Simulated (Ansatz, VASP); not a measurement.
**One calculation of TaC, two programs**

```
Ta C
1.0
     6.28552    0.00000    0.00000
     0.00000    6.28552    0.00000
     0.00000    0.00000   20.44454
Ta C
12 12
Direct
  0.25000 0.25000 0.39130
  0.25000 0.75000 0.39130
  0.75000 0.25000 0.39130
  0.75000 0.75000 0.39130
  0.50000 0.50000 0.49717
  0.50000 0.00000 0.49717
  0.00000 0.50000 0.49717
  0.00000 0.00000 0.49717
  0.75000 0.75000 0.59912
  0.75000 0.25000 0.59912
  0.25000 0.75000 0.59912
  0.25000 0.25000 0.59912
  0.50000 0.50000 0.39130
  0.50000 0.00000 0.39130
  0.00000 0.50000 0.39130
  0.00000 0.00000 0.39130
  0.75000 0.75000 0.49559
  0.75000 0.25000 0.49559
  0.25000 0.75000 0.49559
  0.25000 0.25000 0.49559
  0.00000 0.00000 0.60920
  0.00000 0.50000 0.60920
  0.50000 0.00000 0.60920
  0.50000 0.50000 0.60920
```

Alike in both runs: functional PBE; dispersion D3(BJ); k mesh 3 × 3 × 1; occupations gaussian, width 0.1 eV; no spin polarisation.

Ansatz relaxed the structure, and its values are those at the end. VASP's run is a single point on that final structure, the one shown.

|  | VASP | Ansatz |
| --- | --- | --- |
| version | VASP 6.6.1 | Ansatz 0.2.0 |
| potentials or method | VASP PAW PBE potentials, release 64 (Ta_pv, C) | scalar-relativistic, plane waves, PAW |
| plane-wave cutoff (eV) | 520 | 420 |
| valence electrons in the cell | 180 | 204 |

```tsv
	VASP	Ansatz	Ansatz less VASP
gap on the k mesh at the Fermi level (eV)	none	none	-
rms of the force components (eV/Å)	0.622	0.625	+0.0028
```

A gap of «none» marks a metal or a gap that the smearing closes. The two sets of potentials don't hold the same shells in valence. Ansatz warned: «xc_potential_rough_in_thin_density».

Spin-orbit coupling is left out, which matters for the levels of Ta.
